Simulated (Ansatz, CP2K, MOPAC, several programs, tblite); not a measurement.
Energy against volume for zincblende BeTe, at fixed shape and fractional coordinates, computed by several methods (PBE and r2SCAN, where shown, with plane waves in Ansatz); the cell shown is that of r2SCAN. The symmetry is F-43m (No. 216, cubic); conventional cell a = 5.657 Å, 22.63 Å³ an atom. Around Be lie 4 Te at 2.45 Å; around Te lie 4 Be at 2.45 Å. No spin polarisation and no zero-point or thermal motion. Energies count from each curve's lowest point; fits are third-order Birch-Murnaghan.

```cif
data_structure
_symmetry_space_group_name_H-M 'F-43m'
_symmetry_Int_Tables_number 216
_cell_length_a 5.6572
_cell_length_b 5.6572
_cell_length_c 5.6572
_cell_angle_alpha 90.000
_cell_angle_beta 90.000
_cell_angle_gamma 90.000
_cell_volume 181.06
loop_
_atom_site_label
_atom_site_type_symbol
_atom_site_symmetry_multiplicity
_atom_site_Wyckoff_symbol
_atom_site_fract_x
_atom_site_fract_y
_atom_site_fract_z
_atom_site_occupancy
Be1 Be 4 a 0.00000 0.00000 0.00000 1
Te1 Te 4 d 0.25000 0.25000 0.75000 1
```

PBE/SZV (CP2K), on the shape of the cell shown:

| V (Å³/atom) | E (meV/atom) |
| --- | --- |
| 19.916 | 621.80 |
| 21.274 | 376.45 |
| 22.632 | 192.07 |
| 23.990 | 54.24 |
| 25.348 | 0.00 |

The lowest point is an end point, so the minimum isn't bracketed.

PM7 (MOPAC), on the shape of the cell shown, as a cluster of 64 atoms at the zone centre:
```
V (Å³/atom)  E (meV/atom)
     19.916        121.80
     21.274          5.01
     22.632          0.00
     23.990         77.03
     25.348        207.97
```
The points scatter about a smooth fit, so no fit is quoted.

Problem. PBE, on the shape of its own relaxed cell, gives
```tsv
V (Å³/atom)	E (meV/atom)
21.350	16.30
22.031	3.95
22.713	0.00
23.394	3.29
24.076	12.80
```
What equilibrium volume and bulk modulus follow?

Solution. V₀ = 22.73 Å³ an atom and B₀ = 56 GPa.

GFN1-xTB (tblite), on the shape of the cell shown, as a cluster of 64 atoms at the zone centre:
```tsv
V (Å³/atom)	E (meV/atom)
19.916	37.24
21.274	0.00
22.632	13.92
23.990	64.48
25.348	141.60
```
V₀ = 21.52 Å³ an atom and B₀ = 89 GPa.

light PBE (260 eV, its own mesh), on the shape of the cell shown:
```
V (Å³/atom)  E (meV/atom)
     20.822         31.91
     21.727         14.83
     22.632          3.64
     23.537          0.00
     24.443         18.62
     25.348         45.34
```
The points scatter about a smooth fit, as a low cutoff and a light mesh can make them, so no fit is quoted.
